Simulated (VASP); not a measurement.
**A VASP 6.6.1 single-point calculation on SrO**

INCAR

```
LREAL = .FALSE.
EDIFF = 1E-7
IBRION = -1
ENCUT = 520
SIGMA = 0.8
NBANDS = 15
METAGGA = R2SCAN
LCHARG = .FALSE.
LASPH = .TRUE.
LWAVE = .FALSE.
ALGO = Normal
NSW = 0
PREC = Accurate
ISIF = 2
ISMEAR = 1
NELM = 89
```

KPOINTS

```
KPOINTS created by Atomic Simulation Environment
0
Gamma
8 8 8
0 0 0
```

POSCAR

```
Sr O
 1.0000000000000000
     0.0000000000000000    2.5540934026000000    2.5540934026000000
     2.5540934026000000    0.0000000000000000    2.5540934026000000
     2.5540934026000000    2.5540934026000000    0.0000000000000000
 Sr  O
   1   1
Cartesian
  0.0000000000000000  0.0000000000000000  0.0000000000000000
  2.5540934026000000  2.5540934026000000  2.5540934026000000
```

The recommended PBE PAW datasets give the neutral cell 16 valence electrons.

Command

```
mpirun -np 1 vasp_std
```

OSZICAR

```
N       E                     dE             d eps       ncg     rms          rms(c)
DAV:   1     0.475423185688E+02    0.47542E+02   -0.87102E+03   870   0.107E+03
DAV:   2    -0.316342244149E+02   -0.79177E+02   -0.73058E+02  1269   0.224E+02
DAV:   3    -0.345774675193E+02   -0.29432E+01   -0.29181E+01  1110   0.394E+01
DAV:   4    -0.346419825821E+02   -0.64515E-01   -0.64506E-01  1050   0.548E+00
DAV:   5    -0.346433318294E+02   -0.13492E-02   -0.13492E-02  1054   0.729E-01    0.167E+01
DAV:   6    -0.268349276950E+02    0.78084E+01   -0.44651E+00  1206   0.171E+01    0.157E+01
DAV:   7    -0.269561534248E+02   -0.12123E+00   -0.18560E-01   877   0.390E+00    0.888E+00
DAV:   8    -0.269740115416E+02   -0.17858E-01   -0.86372E-02   884   0.311E+00    0.856E-01
DAV:   9    -0.269702290740E+02    0.37825E-02   -0.16492E-02  1073   0.123E+00    0.257E-01
DAV:  10    -0.269703613167E+02   -0.13224E-03   -0.15231E-03   947   0.395E-01    0.128E-01
DAV:  11    -0.269705429949E+02   -0.18168E-03   -0.29350E-04   884   0.170E-01    0.748E-02
DAV:  12    -0.269705406205E+02    0.23744E-05   -0.29109E-05  1087   0.457E-02    0.179E-02
DAV:  13    -0.269705391813E+02    0.14393E-05   -0.55810E-06  1073   0.237E-02    0.127E-02
DAV:  14    -0.269705386917E+02    0.48959E-06   -0.54228E-07  1052   0.690E-03    0.382E-03
DAV:  15    -0.269705384886E+02    0.20314E-06   -0.37301E-08   484   0.175E-03    0.215E-03
DAV:  16    -0.269705384565E+02    0.32105E-07   -0.13657E-08   470   0.988E-04
   1 F= -.26970538E+02 E0= -.27014021E+02  d E =0.130446E+00
```

It converged. Results: gap between bands v and c on the k mesh 3.75 eV; least direct gap on the k mesh 3.82 eV; pressure 3.2 GPa. Band v is the last that the valence electrons fill when counted band by band, and c is the next.

Find the fault in these files.

Smearing far too wide. On sound settings r²SCAN gives a gap of 3.73 eV on its mesh and a pressure of 3.6 GPa for the intended cell. This run's energy (σ→0) differs from it by 14 meV an atom.
